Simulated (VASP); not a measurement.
# Pt (Im-3m) in VASP: notebook

One crystal, Pt, is run at these levels: LDA; tasks: single point.

Everything below comes from runs of VASP 6.6.1. Logs are shortened: lines on timing, memory, paths and dates and some standing lists are left out, and cuts for length are marked.

## (1) Starting point

Symmetry: Im-3m, No. 229, cubic system. The conventional cell has a = 3.168 Å, b = 3.168 Å, c = 3.168 Å, α = 90.00°, β = 90.00°, γ = 90.00°. Pt (site symmetry m-3m) has 8 Pt at 2.74 Å as nearest neighbours.

This isn't the form of Pt at room conditions, which is fcc.

## (2) Single point, LDA

File INCAR:

```
PREC = Accurate
ENCUT = 650
EDIFF = 1E-6
ISMEAR = 1
SIGMA = 0.15
LREAL = False
LASPH = True
NELM = 100
ALGO = Normal
ISIF = 2
LWAVE = False
LCHARG = False
GGA = CA
ADDGRID = False
```

File KPOINTS:

```
Automatic mesh
0
Gamma
  9 9 9
```

File POSCAR:

```
Pt
1.0
   -1.5842200000      1.5842200000      1.5842200000
    1.5842200000     -1.5842200000      1.5842200000
    1.5842200000      1.5842200000     -1.5842200000
Pt
1
Direct
    0.0000000000      0.0000000000      0.0000000000
```

Potentials or basis: VASP PAW LDA potentials, release 64 (Pt).

Command:

```console
> cat potpaw_LDA.64/Pt/POTCAR > POTCAR
> mpirun -np 1 vasp_std > vasp.out
```

OUTCAR:

```text
PREC = Accurate
   ENCUT = 650
   EDIFF = 1E-6
   ISMEAR = 1
   LREAL = False
   LASPH = True
   NELM = 100
   ISIF = 2
   GGA = CA

 Found     35 irreducible k-points:

 Following reciprocal coordinates:
            Coordinates               Weight
  0.000000  0.000000  0.000000      1.000000
  0.111111  0.000000  0.000000     12.000000
  0.222222  0.000000  0.000000     12.000000
  0.333333  0.000000  0.000000     12.000000
  0.444444  0.000000  0.000000     12.000000
  0.111111  0.111111  0.000000     24.000000
   k-points           NKPTS =     35   k-points in BZ     NKDIM =     35   number of bands    NBANDS=      9
   number of dos      NEDOS =    301   number of ions     NIONS =      1
   total plane-waves  NPLWV =  13824
   dimension x,y,z NGX =    24 NGY =   24 NGZ =   24
   dimension x,y,z NGXF=    48 NGYF=   48 NGZF=   48
   ions per type =               1
   NGX,Y,Z   is equivalent  to a cutoff of  14.54, 14.54, 14.54 a.u.
   NGXF,Y,Z  is equivalent  to a cutoff of  29.08, 29.08, 29.08 a.u.
 SYSTEM =  unknown system
   PREC   = accura    normal or accurate (medium, high low for compatibility)
   ISTART =      0    job   : 0-new  1-cont  2-samecut
   ICHARG =      2    charge: 1-file 2-atom 10-const
   ISPIN  =      1    spin polarized calculation?
   LNONCOLLINEAR =      F non collinear calculations
   LSORBIT =      F    spin-orbit coupling
   LASPH  =      T    aspherical Exc in radial PAW
   ENCUT  =  650.0 eV  47.77 Ry    6.91 a.u.   5.70  5.70  5.70*2*pi/ulx,y,z
   NELM   =    100;   NELMIN=  2; NELMDL= -5     # of ELM steps
   EDIFF  = 0.1E-05   stopping-criterion for ELM
   LREAL  =      F    real-space projection
   EDIFFG = 0.1E-04   stopping-criterion for IOM
   NSW    =      0    number of steps for IOM
   IBRION =     -1    ionic relax: 0-MD 1-quasi-New 2-CG
   NFREE  =      0    steps in history (QN), initial steepest desc. (CG)
   ISIF   =      2    stress and relaxation
   ISYM   =      2    0-nonsym 1-usesym 2-fastsym
   POTIM  = 0.5000    time-step for ionic-motion
   TEBEG  =    0.0;   TEEND  =   0.0 temperature during run
   PSTRESS=    0.0 pullay stress
   NELECT =      10.0000    total number of electrons
   NUPDOWN=      -1.0000    fix difference up-down
   EMIN   =  10.00;   EMAX   =-10.00  energy-range for DOS
   EFERMI =   0.00;   METHOD = LEGACY
   ISMEAR =     1;   SIGMA  =   0.15  broadening in eV -4-tet -1-fermi 0-gaus
   EFERMI_NEDOS =   21; number of points for ismear=-14 and -15
   IALGO  =     38    algorithm
   IMIX   =      4    mixing-type and parameters
     AMIX     =   0.40;   BMIX     =  1.00
     AMIX_MAG =   1.60;   BMIX_MAG =  1.00
  volume/ion in A,a.u.               =      15.90       107.33
  Fermi-wavevector in a.u.,A,eV,Ry     =   1.402510  2.650360 26.763132  1.967035
  Thomas-Fermi vector in A             =   2.525265
   LORBIT       =      0    0 simple, 1 ext, 2 COOP (PROOUT), +10 PAW based schemes
   GGA     = CA    functional components
   LHFCALC =     F    Hartree Fock is set to
   AEXX    =    0.0000 exact exchange contribution
   IVDW    =     0    specifies the selected vdW correction
   LEPSILON=     F    determine dielectric tensor
   LRPA    =     F    only Hartree local field effects (RPA)
 non-spin polarized calculation
 Methfessel and Paxton  Order N= 1 SIGMA  =   0.15
  energy-cutoff  :      650.00
  volume of cell :       15.90
 maximum number of plane-waves:       610
   NGX = 11   NGY = 11   NGZ = 11

 number of electron      10.0000000 magnetization

 number of electron       9.9999999 magnetization

 Free energy of the ion-electron system (eV)
  ---------------------------------------------------
  ext. energy  EPLUGINS =         0.00000000
  ---------------------------------------------------
  free energy    TOTEN  =        -7.35516213 eV

  energy without entropy =       -7.35255227  energy(sigma->0) =       -7.35429218

 E-fermi :   9.7998     XC(G=0): -13.3786

 val. band max:        9.7768878909   @ k =  -0.3333   0.4444   0.2222
 cond. band min:       9.8249443575   @ k =   0.4444   0.1111   0.0000
 fundamental gap:      0.0480564666
 Fermi energy:         9.7997950940

 k-point     1 :       0.0000    0.0000    0.0000
  band No.  band energies     occupation
      1       0.4801      2.00000
      2       6.4495      2.00000
      3       6.4495      2.00000
      4       6.4495      2.00000
      5       8.9591      2.00000
      6       8.9591      2.00000
      7      27.0090      0.00000
      8      27.0090      0.00000
      9      27.0090      0.00000

 k-point     2 :       0.1111    0.0000    0.0000
  band No.  band energies     occupation
      1       0.9710      2.00000
      2       6.2624      2.00000
      3       6.4445      2.00000
      4       6.8445      2.00000
      5       8.7398      2.00000
      6       8.9735      2.00000
      7      27.1656      0.00000
      8      27.2619      0.00000
      9      27.7316      0.00000

 k-point     3 :       0.2222    0.0000    0.0000
  band No.  band energies     occupation
      1       2.2305      2.00000
      2       5.8192      2.00000
      3       6.4402      2.00000
      4       7.9517      2.00000
      5       8.5174      2.00000
      6       9.0352      2.00000
      7      25.3916      0.00000
      8      26.3993      0.00000
      9      29.7033      0.00000

 k-point     4 :       0.3333    0.0000    0.0000
  band No.  band energies     occupation
      1       3.2783      2.00000
      2       5.3590      2.00000
      3       7.2663      2.00000
      4       8.6842      2.00000
      5       9.1523      2.00000
      6       9.4826      2.01084
      7      20.9192      0.00000
      8      24.5525      0.00000
      9      28.5282      0.00000

 k-point     5 :       0.4444    0.0000    0.0000
  band No.  band energies     occupation
      1       3.4127      2.00000
      2       5.0796      2.00000
      3       8.6892      2.00000
      4       9.2593      2.00000
      5       9.6816      1.97397
      6      10.7495     -0.00000
      7      16.9326      0.00000
      8      23.3367      0.00000
      9      26.0090      0.00000

 k-point     6 :       0.1111    0.1111    0.0000
  band No.  band energies     occupation
      1       1.8718      2.00000
      2       6.0706      2.00000
      3       6.2027      2.00000
      4       7.6979      2.00000
      5       8.4563      2.00000
      6       9.0725      2.00000
      7      26.8200      0.00000
      8      26.9501      0.00000
      9      28.3874      0.00000

 [... further k-points ...]

------------------------ aborting loop because EDIFF is reached ----------------------------------------

  FORCE on cell =-STRESS in cart. coord.  units (eV):
  Direction    XX          YY          ZZ          XY          YZ          ZX
  --------------------------------------------------------------------------------------
  -------------------------------------------------------------------------------------
  Total       -1.5769226     -1.5769226     -1.5769226      0.0000000      0.0000000      0.0000000
  in kB     -158.8599743   -158.8599743   -158.8599743      0.0000000      0.0000000      0.0000000
  external PRESSURE =    -158.8599743 kB  Pullay stress =       0.0000000 kB

 VOLUME and BASIS-vectors are now :
 -----------------------------------------------------------------------------
  energy-cutoff  :      650.00
  volume of cell :       15.90
      direct lattice vectors                 reciprocal lattice vectors
    -1.584220000  1.584220000  1.584220000     0.000000000  0.315612731  0.315612731
     1.584220000 -1.584220000  1.584220000     0.315612731  0.000000000  0.315612731
     1.584220000  1.584220000 -1.584220000     0.315612731  0.315612731  0.000000000

 POSITION                                       TOTAL-FORCE (eV/Angst)
 -----------------------------------------------------------------------------------
      0.00000      0.00000      0.00000         0.000000      0.000000      0.000000
 -----------------------------------------------------------------------------------
    total drift:                               -0.000000      0.000000     -0.000000

  FREE ENERGIE OF THE ION-ELECTRON SYSTEM (eV)
  ---------------------------------------------------
  free  energy   TOTEN  =        -7.3551621279 eV

  energy  without entropy=       -7.3525522721  energy(sigma->0) =       -7.35429218
```

Run time: 3.9 s. Hardware: 1 thread of Intel Xeon Platinum 8488C (Sapphire Rapids), shared host; peak memory 0.13 GiB.

The run converged, but some of its settings lie outside the range that counts as converged, so its numbers aren't taken as properties of the crystal.

Results:

```yaml
Free_energy: -7.3552 eV
Pressure: -15.9 GPa
Band_gap_on_the_k_mesh: none (metal or under the smearing width)
```

## (3) Single point, LDA

INCAR: that of step 2 with these lines changed.

```diff
@@ -1,3 +1,3 @@
 PREC = Accurate
-ENCUT = 650
+ENCUT = 460
 EDIFF = 1E-6
```

File KPOINTS:

```
Automatic mesh
0
Gamma
  11 11 11
```

POSCAR is that of step 2.

Potentials or basis: VASP PAW LDA potentials, release 64 (Pt).

Command:

```console
> cat potpaw_LDA.64/Pt/POTCAR > POTCAR
> mpirun -np 1 vasp_std > vasp.out
```

Wall time 4.1 s (1 thread of Intel Xeon Platinum 8488C (Sapphire Rapids), shared host); peak memory 0.12 GiB.

The run converged, but some of its settings lie outside the range that counts as converged, so its numbers aren't taken as properties of the crystal.

Results:

| Quantity | Value |
| --- | --- |
| Free energy | -7.3159 eV |
| Pressure | -15.0 GPa |
| Band gap on the k mesh | none (metal or under the smearing width) |

## (4) Single point, LDA

INCAR: that of step 3 with these lines changed.

```diff
@@ -4,3 +4,3 @@
 ISMEAR = 1
-SIGMA = 0.15
+SIGMA = 0.4
 LREAL = False
```

KPOINTS is that of step 3.

POSCAR is that of step 3.

Command:

```console
> cat potpaw_LDA.64/Pt/POTCAR > POTCAR
> mpirun -np 1 vasp_std > vasp.out
```

Run time: 5.7 s. Hardware: 1 thread of Intel Xeon Platinum 8488C (Sapphire Rapids), shared host; peak memory 0.12 GiB.

The run converged, but some of its settings lie outside the range that counts as converged, so its numbers aren't taken as properties of the crystal.

Results:

```
Free energy            : -7.3226 eV
Pressure               : -15.1 GPa
Band gap on the k mesh : none (metal or under the smearing width)
```

## (5) The reference run

An earlier run on the cell as given: functional PBEsol; potentials or basis VASP PAW PBE potentials, release 64 (Pt); cutoff 520 eV; k mesh 12 × 12 × 12; occupations fermi-dirac, width 0.05 eV; no spin polarisation.

- Pressure: -11.6 GPa
- Band gap on the k mesh: none (metal or under the smearing width)
